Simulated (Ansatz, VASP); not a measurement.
## Ta2N: VASP beside Ansatz

```
Ta N
1.0
     3.11286    0.00000    0.00000
    -1.55643    2.69582    0.00000
     0.00000    0.00000    4.86984
Ta N
2 1
Direct
  0.66667 0.33333 0.74529
  0.33333 0.66667 0.25471
  0.00000 0.00000 0.00000
```

Alike in both runs: task single point; functional PBE; k mesh 15 × 15 × 10; occupations gaussian, width 0.1 eV; no spin polarisation.

|  | VASP | Ansatz |
| --- | --- | --- |
| version | VASP 6.6.1 | Ansatz 0.2.0 |
| potentials or method | VASP PAW PBE potentials, release 64 (Ta_pv, N) | scalar-relativistic, plane waves, PAW |
| plane-wave cutoff (eV) | 520 | 420 |
| valence electrons in the cell | 27 | 31 |

VASP gave:

```
gap on the k mesh at the Fermi level (eV)       : none
pressure (GPa)                                  : -0.9
largest component of the traceless stress (GPa) : 0.66
rms of the force components (eV/Å)              : 0.008
```

**Question.** Which values does Ansatz return?

**Answer.** gap on the k mesh at the Fermi level (eV): none; pressure (GPa): -1.3; largest component of the traceless stress (GPa): 0.71; rms of the force components (eV/Å): 0.030.

Atom by atom the forces differ by 0.022 eV/Å (rms over components). A gap of «none» marks a metal or a gap that the smearing closes. With one functional, cell and mesh, what is left measures potentials, basis and numerics. The two sets of potentials don't hold the same shells in valence.

The runs have no spin-orbit coupling, so splittings on Ta are missing.
